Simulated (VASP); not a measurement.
InP, 2 atoms in the cell. Symmetry: F-43m, No. 216, cubic system. The conventional cell has a = 5.943 Å, b = 5.943 Å, c = 5.943 Å, α = 90.00°, β = 90.00°, γ = 90.00°. In (site symmetry -43m) is surrounded by 4 P at 2.57 Å. Around P (site symmetry -43m) lie 4 In at 2.57 Å.  The cell isn't the ideal one: a relaxed cell with its volume scaled by 1.06.

| Quantity | Value |
| --- | --- |
| Program | VASP 6.6.1 |
| Task | relaxation of the atoms |
| Functional | LDA |
| Potentials or basis | VASP PAW LDA potentials, release 64 (In_d, P) |
| Cutoff | 600 eV |
| k mesh | 8 × 8 × 8 |
| Occupations | gaussian, width 0.03 eV |
| Spin | no spin polarisation |
| Further INCAR settings | ALGO = Fast; EDIFF = 1e-07; IBRION = 2; EDIFFG = -0.01; NSW = 40 |

Potentials or basis: VASP PAW LDA potentials, release 64 (In_d, P).

Run with:

```bash
$ cat potpaw_LDA.64/In_d/POTCAR potpaw_LDA.64/P/POTCAR > POTCAR
$ mpirun -np 1 vasp_std > vasp.out
```

Hardware: 1 thread of Intel(R) Xeon(R) 6975P-C (Granite Rapids) (shared host).

**Question.** Estimate the wall time of this run.

**Answer.** Wall time 17 s on 1 thread of Intel(R) Xeon(R) 6975P-C (Granite Rapids), on a shared host, peak memory 0.17 GiB. Counts: scf iterations 19, k points 29, ion steps 1.
